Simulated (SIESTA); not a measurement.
**Hf in SIESTA: the effect of target pressure**

The system is Hf.

```
Hf
1.0
     3.19670    0.00000    0.00000
    -1.59835    2.76842    0.00000
     0.00000    0.00000    5.05780
Hf
2
Direct
  0.66667 0.33333 0.75000
  0.33333 0.66667 0.25000
```

Alike in all runs:

- Program: SIESTA 5.4.2
- Task: relaxation of cell and atoms
- Functional: PBE
- Potentials or basis: PseudoDojo 0.4 standard (PBE files)
- Basis: DZP (energy shift 0.003 Ry; two zetas on semicore shells)
- Grid cutoff: 800 Ry
- Energy shift: 0.003 Ry
- k mesh: 7 × 7 × 4
- Occupations: fermi-dirac, width 0.05 eV
- Spin: no spin polarisation

Each run relaxes the cell or the atoms first.

```tsv
target pressure	target pressure	relaxed volume (Å³/atom)
0 GPa	-	?
2 GPa	2 GPa	22.29
5 GPa	5 GPa	21.75
10 GPa	10 GPa	21.01
```

Task: What does the run with target pressure 0 GPa give?

Result: Relaxed volume 22.65 Å³/atom.

Worked out: A straight line through the other rows of the relaxed volume, of slope -0.159 Å³/atom per GPa, extrapolates to 22.58 Å³/atom, against the run's 22.65.

Caveats: short orbitals over semicore shells can move pressures by several GPa; the basis of atomic orbitals isn't converged, which shifts pressures, moduli and gaps.
